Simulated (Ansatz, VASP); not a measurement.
**One calculation of AgCl, two programs**

File INCAR:

```
SYSTEM = AgCl
PREC = Accurate
ENCUT = 520
EDIFF = 1E-6
ISMEAR = 0
SIGMA = 0.05
LREAL = .FALSE.
LASPH = .TRUE.
NELM = 60
ALGO = Normal
ISIF = 2
LWAVE = .FALSE.
LCHARG = .FALSE.
GGA = PS
NBANDS = 16
```

Contents of KPOINTS:

```
regular mesh
0
G
  8 8 8
  0 0 0
```

POSCAR

```
AgCl
1.0
    0.0000000000      2.7315527500      2.6899555000
    2.7315527500      0.0000000000      2.6899555000
    2.7315527500      2.7315527500      0.0000000000
Ag Cl
1 1
Direct
    0.5000000000      0.5000000000      0.5000000000
    0.0000000000      0.0000000000      0.0000000000
```

Input for Ansatz:

```yaml
crystal:
  lattice:
    - [0.0, 2.73155275, 2.6899555]
    - [2.73155275, 0.0, 2.6899555]
    - [2.73155275, 2.73155275, 0.0]
  atoms:
    - { symbol: Ag, position: [0.5, 0.5, 0.5] }
    - { symbol: Cl, position: [0.0, 0.0, 0.0] }
basis:
  ecutwfc: 420
kpoints:
  mp_grid: { grid: [8, 8, 8] }
hamiltonian:
  xc: pbesol
scf:
  occupations: { method: gaussian, width: 0.05 }
output:
  forces: true
  stress: true
  eigenvalues: true
```

Change from the starting cell: strain -0.015 along x and y, -0.030 along z, atoms carried along.

Alike in both runs: task single point; functional PBEsol; k mesh 8 × 8 × 8; occupations gaussian, width 0.05 eV; no spin polarisation.

|  | VASP | Ansatz |
| --- | --- | --- |
| version | VASP 6.6.1 | Ansatz 0.2.0 |
| potentials or method | VASP PAW PBE potentials, release 64 (Ag, Cl) | scalar-relativistic, plane waves, PAW |
| plane-wave cutoff (eV) | 520 | 420 |
| valence electrons in the cell | 18 | 26 |

|  | VASP | Ansatz | Ansatz less VASP |
| --- | --- | --- | --- |
| gap on the k mesh at the Fermi level (eV) | 0.67 | 0.68 | +0.003 |
| least direct gap on the mesh (eV) | 3.25 | 3.25 | +0.002 |
| pressure (GPa) | 0.3 | 0.4 | +0.10 |
| largest component of the traceless stress (GPa) | 0.34 | 0.34 | +0.004 |

The two sets of potentials don't hold the same shells in valence.

Caveats: the PAW data sets were made with another functional, which shifts forces and pressure a little (VASP). A k mesh can miss the band edges.
